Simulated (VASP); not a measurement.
**BaTiO3: band structure with PBE**

The system is BaTiO3.

```xyz
5
Lattice="4.0060 0.0000 0.0000 0.0000 4.0060 0.0000 0.0000 0.0000 4.0060" Properties=species:S:1:pos:R:3 pbc="T T T"
Ba    2.0030    2.0030    2.0030
Ti    0.0000    0.0000    0.0000
O     0.0000    0.0000    2.0030
O     0.0000    2.0030    0.0000
O     2.0030    0.0000    0.0000
```

```
Program                : VASP 6.6.1
Task                   : band structure
Functional             : PBE
Potentials or basis    : VASP PAW PBE potentials, release 64 (Ba_sv, Ti_sv, O)
Cutoff                 : 520 eV
k mesh                 : 8 × 8 × 8
Occupations            : gaussian, width 0.02 eV
Spin                   : no spin polarisation
Ladder                 : gaps
Further INCAR settings : ALGO = Normal; EDIFF = 1e-06; NBANDS = 28
```

```yaml
Pressure: 3.4 GPa
Band_gap_on_the_k_mesh: 1.74 eV, indirect (least direct gap 1.89 eV)
Band_gap_along_the_path: 1.74 eV, indirect (least direct gap 1.89 eV)
```

Levels at the corners of the path, in eV from the valence-band top:
| point | band 16 | band 17 | band 18 | band 19 | band 20 | band 21 | band 22 | band 23 | band 24 | band 25 |
| --- | --- | --- | --- | --- | --- | --- | --- | --- | --- | --- |
| Γ | -1.09 | -1.09 | -0.15 | -0.15 | -0.15 | 1.74 | 1.74 | 1.74 | 3.88 | 3.88 |
| X | -1.91 | -1.83 | -1.83 | -0.71 | -0.71 | 1.90 | 3.47 | 3.47 | 3.89 | 5.90 |
| X | -1.91 | -1.83 | -1.83 | -0.71 | -0.71 | 1.90 | 3.47 | 3.47 | 3.89 | 5.90 |
| M | -2.68 | -1.72 | -0.87 | -0.87 | -0.09 | 3.48 | 3.48 | 3.89 | 4.73 | 7.64 |
| M | -2.68 | -1.72 | -0.87 | -0.87 | -0.09 | 3.48 | 3.48 | 3.89 | 4.73 | 7.64 |
| Γ | -1.09 | -1.09 | -0.15 | -0.15 | -0.15 | 1.74 | 1.74 | 1.74 | 3.88 | 3.88 |
| Γ | -1.09 | -1.09 | -0.15 | -0.15 | -0.15 | 1.74 | 1.74 | 1.74 | 3.88 | 3.88 |
| R | -2.41 | -2.41 | 0.00 | 0.00 | 0.00 | 4.14 | 4.14 | 4.14 | 6.71 | 6.71 |
| R | -2.41 | -2.41 | 0.00 | 0.00 | 0.00 | 4.14 | 4.14 | 4.14 | 6.71 | 6.71 |
| X | -1.91 | -1.83 | -1.83 | -0.71 | -0.71 | 1.90 | 3.47 | 3.47 | 3.89 | 5.90 |
| M | -2.68 | -1.72 | -0.87 | -0.87 | -0.09 | 3.48 | 3.48 | 3.89 | 4.73 | 7.64 |
| R | -2.41 | -2.41 | 0.00 | 0.00 | 0.00 | 4.14 | 4.14 | 4.14 | 6.71 | 6.71 |

Run time: 55 s on 2 MPI ranks on Intel(R) Xeon(R) Platinum 8559C (Emerald Rapids) (shared host), peak memory 0.23 GiB a rank.

Caveat: spin-orbit coupling is left out, which moves the levels of the heavy elements. A hybrid or GW would open this gap; PBE tends to underestimate it.
